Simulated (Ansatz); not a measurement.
We consider rock-salt LiI, described by rVV10 in Ansatz (PAW).

Numerical settings: plane-wave cutoff 520 eV, 10×10×10 k mesh, Fermi–Dirac smearing 0.01 eV, scalar-relativistic PAW data made under PBE.

Pressure at four volumes; x = ln(V/26.942 Å³). One pressure is withheld.

| V (Å³/atom) | x | P (GPa) |
|---|---|---|
| 25.326 | -0.0619 | ? |
| 25.864 | -0.0408 | 1.021 |
| 26.942 | 0.0000 | 0.001 |
| 28.559 | 0.0583 | -1.172 |

Q: Pass a parabola P(x) through the three rows shown, estimate the bulk modulus and its pressure derivative near zero pressure, and predict the withheld pressure.

A: Slopes between the rows: (0.001 − (1.021))/(0.0000 − (-0.0408)) = -25.00 and (-1.172 − (0.001))/(0.0583 − (0.0000)) = -20.12 GPa. Their difference over the span 0.0991 is c = 4.88/0.0991 = 49.2 GPa, so P(x) = 1.021 + (-25.00)(x − (-0.0408)) + 49.2 (x − (-0.0408))(x − (0.0000)). At the middle row B = −dP/dx = −[-25.00 + 49.2 × 0.0408] = 23.0 GPa, and B′ = dB/dP = 2c/B = 4.3. At x = -0.0619 the parabola gives 1.613 GPa; the run gives 1.620 GPa. The Birch–Murnaghan fit to the energies at all volumes has B0 = 22.9 GPa and B′ = 4.4.

Measured, for comparison: bulk modulus 24 GPa (0 K, extrapolated to 0 K; as tabulated in Doll and Stoll (1998), arXiv:cond-mat/9801031). Computed (rounded) less measured: bulk modulus -5 %.

Spin–orbit coupling is not included.

Ansatz is a program for electronic structure.
